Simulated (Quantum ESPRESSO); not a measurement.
# NiO: magnetism against a distortion at fixed volume

Wanted: the trend of the moments of NiO with a distortion at fixed volume.

Program: Quantum ESPRESSO 7.5. Level of theory: PBE with U = 6 eV on Ni d (ortho-atomic projectors); plane waves with GBRV 1.5 PBE potentials, no spin-orbit coupling. Results are calculated unless marked as measured.

### Step 1. Set-up

The structure is cubic, space group Fm-3m (No. 225). The conventional cell has a = 4.177 Å, b = 4.177 Å, c = 4.177 Å, α = 90.00°, β = 90.00°, γ = 90.00°. Nearest to Ni lie 6 O at 2.09 Å. Nearest to O lie 6 Ni at 2.09 Å. Farther neighbours and most contacts between anions are not listed.

The lattice constants were typed from memory of published values and not checked against a source.

### Step 2. Factor along z 0.9043, ferro +

Lengths along Cartesian z scale by the factor and those normal to it by its inverse root. Atoms keep their fractional places. Seeded atoms are those given a starting moment.

Input file pw.in:

```
&CONTROL
  calculation = 'scf'
  prefix = 'pwscf'
  outdir = './tmp'
  pseudo_dir = './pseudo'
  disk_io = 'nowf'
  tprnfor = .true.
  tstress = .true.
/
&SYSTEM
  ibrav = 0
  celldm(1) = 8
  nat = 2
  ntyp = 2
  ecutwfc = 40
  ecutrho = 280
  nbnd = 20
  occupations = 'smearing'
  smearing = 'fd'
  degauss = 0.00367493
  nspin = 2
  starting_magnetization(1) = 0.1111
  starting_magnetization(2) = 0
/
&ELECTRONS
  conv_thr = 4d-09
  electron_maxstep = 150
  mixing_beta = 0.3
/
ATOMIC_SPECIES
Ni     58.6934 ni_pbe_v1.4.uspp.F.UPF
O      15.9990 o_pbe_v1.2.uspp.F.UPF
CELL_PARAMETERS alat
   0.0000000000000    0.5187846221643    0.4461243112627
   0.5187846221643    0.0000000000000    0.4461243112627
   0.5187846221643    0.5187846221643    0.0000000000000
ATOMIC_POSITIONS crystal
Ni      0.0000000000    0.0000000000    0.0000000000
O       0.5000000000    0.5000000000    0.5000000000
K_POINTS automatic
12 12 12 0 0 0
HUBBARD {ortho-atomic}
U Ni-3d 6.0000
```

Run with:

```sh
> OMP_NUM_THREADS=1 mpirun -n 4 pw.x -nk 4 -in pw.in > pw.out
```

What it wrote:

```text
Program PWSCF v.7.5 starts

     Message from routine setup:
     using ibrav=0 with symmetry is DISCOURAGED, use correct ibrav instead

     K-points division:     npool     =       4
     Subspace diagonalization in iterative solution of the eigenvalue problem:

     bravais-lattice index     =            0
     lattice parameter (alat)  =       8.0000  a.u.
     unit-cell volume          =     122.9504 (a.u.)^3
     number of atoms/cell      =            2
     number of atomic types    =            2
     number of electrons       =        24.00
     number of Kohn-Sham states=           20
     kinetic-energy cutoff     =      40.0000  Ry
     charge density cutoff     =     280.0000  Ry
     scf convergence threshold =      4.0E-09
     mixing beta               =       0.3000
     number of iterations used =            8  plain     mixing
     Exchange-correlation= SLA  PW   PBE  PBE
                           (   1   4   3   4   0   0   0)
     Hubbard projectors: ortho-atomic
     Hubbard parameters of DFT+U (Dudarev formulation) in eV:
     U(Ni-3d) =  6.0000

     Internal variables: lda_plus_u =T, lda_plus_u_kind = 0

     Internal variables: orbital_resolved =F, hub_pot_fix =F, apply_U = F

     celldm(1)=   8.000000  celldm(2)=   0.000000  celldm(3)=   0.000000
     celldm(4)=   0.000000  celldm(5)=   0.000000  celldm(6)=   0.000000

     crystal axes: (cart. coord. in units of alat)
               a(1) = (   0.000000   0.518785   0.446124 )
               a(2) = (   0.518785   0.000000   0.446124 )
               a(3) = (   0.518785   0.518785   0.000000 )

     reciprocal axes: (cart. coord. in units 2 pi/alat)
               b(1) = ( -0.963791  0.963791  1.120764 )
               b(2) = (  0.963791 -0.963791  1.120764 )
               b(3) = (  0.963791  0.963791 -1.120764 )

     PseudoPot. # 1 for Ni read from file:
     ni_pbe_v1.4.uspp.F.UPF
     Pseudo is Ultrasoft + core correction, Zval = 18.0

     PseudoPot. # 2 for O  read from file:
     o_pbe_v1.2.uspp.F.UPF
     Pseudo is Ultrasoft + core correction, Zval =  6.0

     atomic species   valence    mass     pseudopotential
     Ni               18.00    58.69340     Ni( 1.00)
     O                 6.00    15.99900     O ( 1.00)

     Starting magnetic structure
     atomic species   magnetization
     Ni              0.111
     O               0.000

     16 Sym. Ops., with inversion, found

   Cartesian axes

     site n.     atom                  positions (alat units)
         1        Ni     tau(   1) = (   0.0000000   0.0000000   0.0000000  )
         2        O      tau(   2) = (   0.5187846   0.5187846   0.4461243  )

     number of k points=   163  Fermi-Dirac smearing, width (Ry)=  0.0037

     Number of k-points >= 100: set verbosity='high' to print them.

     Dense  grid:     9739 G-vectors     FFT dimensions: (  30,  30,  32)

     Smooth grid:     4155 G-vectors     FFT dimensions: (  24,  24,  24)

     Check: negative core charge=   -0.000015
     Generating pointlists ...
     new r_m :   0.1840 (alat units)  1.4722 (a.u.) for type    1
     new r_m :   0.1840 (alat units)  1.4722 (a.u.) for type    2

     Initial potential from superposition of free atoms

     starting charge      22.0000, renormalised to      24.0000

     STARTING HUBBARD OCCUPATIONS:

     =================== HUBBARD OCCUPATIONS ===================
     ------------------------ ATOM    1 ------------------------
     Tr[ns(  1)] (up, down, total) =   5.00000  3.00000  8.00000
     Atomic magnetic moment for atom   1 =   2.00000
     [... lines left out ...]
     Number of occupied Hubbard levels =    8.0000

     Atomic wfc used for Hubbard projectors are orthogonalized

     Starting wfcs are   17 randomized atomic wfcs +    3 random wfcs

     Self-consistent Calculation

     iteration #  1     ecut=    40.00 Ry     beta= 0.30
     Davidson diagonalization with overlap
     ethr =  1.00E-02,  avg # of iterations =  6.0

     =================== HUBBARD OCCUPATIONS ===================
     ------------------------ ATOM    1 ------------------------
     Tr[ns(  1)] (up, down, total) =   3.28324  0.84815  4.13139
     Atomic magnetic moment for atom   1 =   2.43509
     [... lines left out ...]
     Number of occupied Hubbard levels =    4.1314

     total energy              =    -367.77846057 Ry
     estimated scf accuracy    <      27.16206193 Ry

     total magnetization       =     2.60 Bohr mag/cell
     absolute magnetization    =     2.65 Bohr mag/cell

     iteration #  2     ecut=    40.00 Ry     beta= 0.30
     Davidson diagonalization with overlap
     ethr =  1.00E-02,  avg # of iterations =  3.0

     total energy              =    -373.82658486 Ry
     estimated scf accuracy    <      10.43191110 Ry

     total magnetization       =     0.20 Bohr mag/cell
     absolute magnetization    =     0.21 Bohr mag/cell

     [... further iterations left out ...]

     iteration # 11     ecut=    40.00 Ry     beta= 0.30
     Davidson diagonalization with overlap
     ethr =  2.14E-10,  avg # of iterations =  2.0

     total energy              =    -375.39552130 Ry
     estimated scf accuracy    <       0.00000003 Ry

     total magnetization       =     2.00 Bohr mag/cell
     absolute magnetization    =     2.01 Bohr mag/cell

     iteration # 12     ecut=    40.00 Ry     beta= 0.30
     Davidson diagonalization with overlap
     ethr =  1.20E-10,  avg # of iterations =  2.0

     Magnetic moment per site  (integrated on atomic sphere of radius R)
     atom   1 (R=0.184)  charge= 15.1517  magn=  1.6689
     atom   2 (R=0.184)  charge=  5.2758  magn=  0.2043

     End of self-consistent calculation

     =================== HUBBARD OCCUPATIONS ===================
     ------------------------ ATOM    1 ------------------------
     Tr[ns(  1)] (up, down, total) =   4.96887  3.23099  8.19986
     Atomic magnetic moment for atom   1 =   1.73787
     [... lines left out ...]
     Number of occupied Hubbard levels =    8.1999

     Number of k-points >= 100: set verbosity='high' to print the bands.

     the Fermi energy is    14.4537 ev

!    total energy              =    -375.39552637 Ry
     estimated scf accuracy    <          5.3E-10 Ry
     smearing contrib. (-TS)   =      -0.00000036 Ry
     internal energy E=F+TS    =    -375.39552600 Ry

     The total energy is F=E-TS. E is the sum of the following terms:
     one-electron contribution =    -218.67617380 Ry
     hartree contribution      =     123.93874052 Ry
     xc contribution           =     -42.99730259 Ry
     ewald contribution        =    -237.72353362 Ry
     Hubbard energy            =       0.06274349 Ry

     total magnetization       =     2.00 Bohr mag/cell
     absolute magnetization    =     2.01 Bohr mag/cell

     convergence has been achieved in  12 iterations

     Forces acting on atoms (cartesian axes, Ry/au):

     atom    1 type  1   force =     0.00000000    0.00000000   -0.00000000
     atom    2 type  2   force =     0.00000000    0.00000000    0.00000000

     Total force =     0.000000     Total SCF correction =     0.000000

     Computing stress (Cartesian axis) and pressure

          total   stress  (Ry/bohr**3)                   (kbar)     P=      214.91
   0.00014813  -0.00000000  -0.00000000           21.79       -0.00       -0.00
  -0.00000000   0.00014813   0.00000000           -0.00       21.79        0.00
  -0.00000000   0.00000000   0.00408654           -0.00        0.00      601.15

=------------------------------------------------------------------------------=
   JOB DONE.
=------------------------------------------------------------------------------=
```

The job ended after 17 s (4 MPI ranks of Arm Neoverse V2, shared host; peak memory 0.31 GiB; 69 s of CPU time).

Spin moment in the atom's sphere by atom:

```tsv
atom	spin moment in the atom's sphere (μB)
Ni1	1.67
O2	0.20
```

Read from the output:

* smearing term TS: 4.92e-6 eV
* pressure: 21.49 GPa
* magnetization: 2 μB
* absolute magnetization: 2.01 μB
* final state: ferromagnetic

### Step 3. Factor along z 0.9043, antiferro q=(0,0,1/2) +-

The wavevector q is in fractions of the reciprocal vectors of the crystal's primitive cell, as the cells of these inputs are built from it; moments change sign between cells as cos(2π q·R).

Input file pw.in:

```
&CONTROL
  calculation = 'scf'
  prefix = 'pwscf'
  outdir = './tmp'
  pseudo_dir = './pseudo'
  disk_io = 'nowf'
  tprnfor = .true.
  tstress = .true.
/
&SYSTEM
  ibrav = 0
  celldm(1) = 8
  nat = 4
  ntyp = 3
  ecutwfc = 40
  ecutrho = 280
  nbnd = 33
  occupations = 'smearing'
  smearing = 'fd'
  degauss = 0.00367493
  nspin = 2
  starting_magnetization(1) = 0.1111
  starting_magnetization(2) = -0.1111
  starting_magnetization(3) = 0
/
&ELECTRONS
  conv_thr = 8d-09
  electron_maxstep = 150
  mixing_beta = 0.3
/
ATOMIC_SPECIES
Ni1    58.6934 ni_pbe_v1.4.uspp.F.UPF
Ni2    58.6934 ni_pbe_v1.4.uspp.F.UPF
O      15.9990 o_pbe_v1.2.uspp.F.UPF
CELL_PARAMETERS alat
   0.0000000000000    0.5187846221643    0.4461243112627
   0.5187846221643    0.0000000000000    0.4461243112627
   1.0375692443309    1.0375692443309    0.0000000000000
ATOMIC_POSITIONS crystal
Ni1     0.0000000000    0.0000000000    0.0000000000
Ni2     0.0000000000    0.0000000000    0.5000000000
O       0.5000000000    0.5000000000    0.2500000000
O       0.5000000000    0.5000000000    0.7500000000
K_POINTS automatic
12 12 6 0 0 0
HUBBARD {ortho-atomic}
U Ni1-3d 6.0000
U Ni2-3d 6.0000
```

What it wrote:

```text
     [... lines left out ...]
Program PWSCF v.7.5 starts
     [... lines left out ...]
     number of atoms/cell      =            4
     [... lines left out ...]
     number of electrons       =        48.00
     number of Kohn-Sham states=           33
     kinetic-energy cutoff     =      40.0000  Ry
     charge density cutoff     =     280.0000  Ry
     scf convergence threshold =      8.0E-09
     [... lines left out ...]
      4 Sym. Ops., with inversion, found
     [... lines left out ...]
     number of k points=   242  Fermi-Dirac smearing, width (Ry)=  0.0037
     [... lines left out ...]
     iteration # 19     ecut=    40.00 Ry     beta= 0.30
     [... lines left out ...]
     Magnetic moment per site  (integrated on atomic sphere of radius R)
     atom   1 (R=0.184)  charge= 15.1629  magn=  1.6184
     atom   2 (R=0.184)  charge= 15.1629  magn= -1.6184
     atom   3 (R=0.184)  charge=  5.2663  magn=  0.0000
     atom   4 (R=0.184)  charge=  5.2663  magn=  0.0000
     [... lines left out ...]
     Tr[ns(  1)] (up, down, total) =   4.96017  3.27015  8.23031
     [... lines left out ...]
     Tr[ns(  2)] (up, down, total) =   3.27015  4.96017  8.23031
     [... lines left out ...]
     the Fermi energy is    14.2764 ev
!    total energy              =    -750.80682003 Ry
     estimated scf accuracy    <          5.8E-09 Ry
     smearing contrib. (-TS)   =      -0.00000000 Ry
     [... lines left out ...]
     total magnetization       =    -0.00 Bohr mag/cell
     absolute magnetization    =     3.59 Bohr mag/cell
     convergence has been achieved in  19 iterations
     [... lines left out ...]
     Total force =     0.000002     Total SCF correction =     0.000021
     [... lines left out ...]
          total   stress  (Ry/bohr**3)                   (kbar)     P=      184.46
     [... lines left out ...]
```

Run time: 2.2 min. Hardware: 4 MPI ranks; peak memory 0.63 GiB.

Spin moment in the atom's sphere by atom:

```tsv
atom	spin moment in the atom's sphere (μB)
Ni1	1.62
Ni2	-1.62
O3	0.00
O4	0.00
```

Numbers from this step:

| Quantity | Value |
| --- | --- |
| smearing term TS | 4.90e-13 eV |
| pressure | 18.45 GPa |
| magnetization | 0 μB |
| absolute magnetization | 3.593 μB |
| final state | antiferromagnetic |

### Step 4. Factor along z 0.9043, no spin polarisation

Input file pw.in:

```
&CONTROL
  calculation = 'scf'
  prefix = 'pwscf'
  outdir = './tmp'
  pseudo_dir = './pseudo'
  disk_io = 'nowf'
  tprnfor = .true.
  tstress = .true.
/
&SYSTEM
  ibrav = 0
  celldm(1) = 8
  nat = 2
  ntyp = 2
  ecutwfc = 40
  ecutrho = 280
  nbnd = 19
  occupations = 'smearing'
  smearing = 'fd'
  degauss = 0.00367493
/
&ELECTRONS
  conv_thr = 4d-09
  electron_maxstep = 150
  mixing_beta = 0.3
/
ATOMIC_SPECIES
Ni     58.6934 ni_pbe_v1.4.uspp.F.UPF
O      15.9990 o_pbe_v1.2.uspp.F.UPF
CELL_PARAMETERS alat
   0.0000000000000    0.5187846221643    0.4461243112627
   0.5187846221643    0.0000000000000    0.4461243112627
   0.5187846221643    0.5187846221643    0.0000000000000
ATOMIC_POSITIONS crystal
Ni      0.0000000000    0.0000000000    0.0000000000
O       0.5000000000    0.5000000000    0.5000000000
K_POINTS automatic
12 12 12 0 0 0
HUBBARD {ortho-atomic}
U Ni-3d 6.0000
```

What it wrote:

```text
     [... lines left out ...]
Program PWSCF v.7.5 starts
     [... lines left out ...]
     number of atoms/cell      =            2
     [... lines left out ...]
     number of electrons       =        24.00
     number of Kohn-Sham states=           19
     kinetic-energy cutoff     =      40.0000  Ry
     charge density cutoff     =     280.0000  Ry
     scf convergence threshold =      4.0E-09
     [... lines left out ...]
     16 Sym. Ops., with inversion, found
     [... lines left out ...]
     number of k points=   163  Fermi-Dirac smearing, width (Ry)=  0.0037
     [... lines left out ...]
     iteration # 13     ecut=    40.00 Ry     beta= 0.30
     [... lines left out ...]
     Tr[ns(  1)] =   8.40865
     [... lines left out ...]
     the Fermi energy is    13.8092 ev
!    total energy              =    -375.30256733 Ry
     estimated scf accuracy    <          1.0E-09 Ry
     smearing contrib. (-TS)   =      -0.00025888 Ry
     [... lines left out ...]
     convergence has been achieved in  13 iterations
     [... lines left out ...]
     Total force =     0.000000     Total SCF correction =     0.000000
     [... lines left out ...]
          total   stress  (Ry/bohr**3)                   (kbar)     P=       73.28
     [... lines left out ...]
```

The job ended after 9.3 s (4 MPI ranks; peak memory 0.26 GiB; 37 s of CPU time).

Read from the output:

```yaml
smearing_term_ts: 0.003522 eV
pressure: 7.328 GPa
final_state: non-magnetic (no spin polarisation)
```

### Step 5. Factor along z 1.0913, ferro +

Edit pw.in of step 4 so:

```diff
@@ -16,3 +16,3 @@
   ecutrho = 280
-  nbnd = 19
+  nbnd = 20
   occupations = 'smearing'
@@ -20,2 +20,5 @@
   degauss = 0.00367493
+  nspin = 2
+  starting_magnetization(1) = 0.1111
+  starting_magnetization(2) = 0
 /
@@ -30,5 +33,5 @@
 CELL_PARAMETERS alat
-   0.0000000000000    0.5187846221643    0.4461243112627
-   0.5187846221643    0.0000000000000    0.4461243112627
-   0.5187846221643    0.5187846221643    0.0000000000000
+   0.0000000000000    0.4722492556271    0.5383782604014
+   0.4722492556271    0.0000000000000    0.5383782604014
+   0.4722492556271    0.4722492556271    0.0000000000000
 ATOMIC_POSITIONS crystal
```

What it wrote:

```text
     [... lines left out ...]
Program PWSCF v.7.5 starts
     [... lines left out ...]
     number of atoms/cell      =            2
     [... lines left out ...]
     number of electrons       =        24.00
     number of Kohn-Sham states=           20
     kinetic-energy cutoff     =      40.0000  Ry
     charge density cutoff     =     280.0000  Ry
     scf convergence threshold =      4.0E-09
     [... lines left out ...]
     16 Sym. Ops., with inversion, found
     [... lines left out ...]
     number of k points=   163  Fermi-Dirac smearing, width (Ry)=  0.0037
     [... lines left out ...]
     iteration # 12     ecut=    40.00 Ry     beta= 0.30
     [... lines left out ...]
     Magnetic moment per site  (integrated on atomic sphere of radius R)
     atom   1 (R=0.195)  charge= 15.4237  magn=  1.7050
     atom   2 (R=0.195)  charge=  5.5500  magn=  0.2069
     [... lines left out ...]
     Tr[ns(  1)] (up, down, total) =   4.97262  3.22757  8.20019
     [... lines left out ...]
     the Fermi energy is    14.6190 ev
!    total energy              =    -375.40453689 Ry
     estimated scf accuracy    <          5.1E-10 Ry
     smearing contrib. (-TS)   =      -0.00000007 Ry
     [... lines left out ...]
     total magnetization       =     2.00 Bohr mag/cell
     absolute magnetization    =     2.01 Bohr mag/cell
     convergence has been achieved in  12 iterations
     [... lines left out ...]
     Total force =     0.000000     Total SCF correction =     0.000000
     [... lines left out ...]
          total   stress  (Ry/bohr**3)                   (kbar)     P=      178.04
     [... lines left out ...]
```

It took 17 s on 4 MPI ranks; peak memory 0.3 GiB.

Read from the output:

```yaml
smearing_term_ts: 1.00e-6 eV
pressure: 17.80 GPa
magnetization: 2 μB
absolute_magnetization: 2.012 μB
final_state: ferromagnetic
largest_moment: 1.705 μB
```

### Step 6. All points

The runs not shown differ from these in the moved quantity alone.

States, by row:

```tsv
tetragonal	ferro +	antiferro q=(0,0,1/2) +-	no spin polarisation
0.9043	ferromagnetic	antiferromagnetic	non-magnetic
0.9287	ferromagnetic	antiferromagnetic	non-magnetic
0.9528	ferromagnetic	antiferromagnetic	non-magnetic
0.9765	ferromagnetic	antiferromagnetic	non-magnetic
1	ferromagnetic	antiferromagnetic	non-magnetic
1.023	ferromagnetic	antiferromagnetic	non-magnetic
1.046	ferromagnetic	antiferromagnetic	non-magnetic
1.069	ferromagnetic	antiferromagnetic	non-magnetic
1.091	ferromagnetic	antiferromagnetic	non-magnetic
```

Largest site moment against tetragonal:

```tsv
tetragonal (factor)	ferro + (μB)	antiferro q=(0,0,1/2) +- (μB)
0.9043	1.67	1.62
0.9287	1.69	1.64
0.9528	1.71	1.65
0.9765	1.72	1.67
1.0000	1.73	1.68
1.0232	1.73	1.67
1.0461	1.72	1.67
1.0688	1.71	1.66
1.0913	1.71	1.65
```

Energy less that of the parallel start against tetragonal; values in meV a seeded atom:

```tsv
tetragonal (factor)	antiferro q=(0,0,1/2) +-	no spin polarisation
0.9043	-107	1265
0.9287	-105	1472
0.9528	-104	1664
0.9765	-103	1820
1.0000	-103	1942
1.0232	-104	1825
1.0461	-104	1684
1.0688	-106	1528
1.0913	-109	1367
```

Energy over the lowest against tetragonal; values in meV an atom:

```tsv
tetragonal (factor)	ferro +	antiferro q=(0,0,1/2) +-	no spin polarisation
0.9043	202	148	834
0.9287	129	76.1	865
0.9528	83.1	31.0	915
0.9765	58.9	7.13	969
1.0000	51.6	0	1023
1.0232	57.9	6.13	970
1.0461	75.9	23.7	918
1.0688	104	50.9	868
1.0913	141	86.4	824
```

### Step 7. What came out

```yaml
moment_parallel_start: 1.67 to 1.73 μB
states_met_from_these_starts: antiferromagnetic and ferromagnetic
```

The moment of the parallel start goes from 1.67 μB at 0.9043 to 1.71 μB at 1.0913, by way of 1.73 μB. The net moment of the cell goes from 2 to 2 μB. The radius of the spheres follows the nearest distance, so part of the change of the site moments is the spheres'. The largest moment of the start antiferro q=(0,0,1/2) +- lies between 1.62 and 1.68 μB. The start antiferro q=(0,0,1/2) +- lies under the parallel one at every finished point, by 103 to 109 meV a seeded atom.

[Logs and program files are shortened in this print: banners, set-up blocks, solver, clock and traceback lines can be left out without a mark of their own.]

[Logs are printed without paths, hosts, clocks, repeated set-up lines and the standing remarks that a program may print on its own settings, such as how far it seeks lower states.]

[Hosts, paths, dates, database ids (printed as entryN), source tags and the programs' standing remarks are cut or masked in the printed files.]

[Where a cell is said to come from a database of computed structures, the database is the Materials Project.]
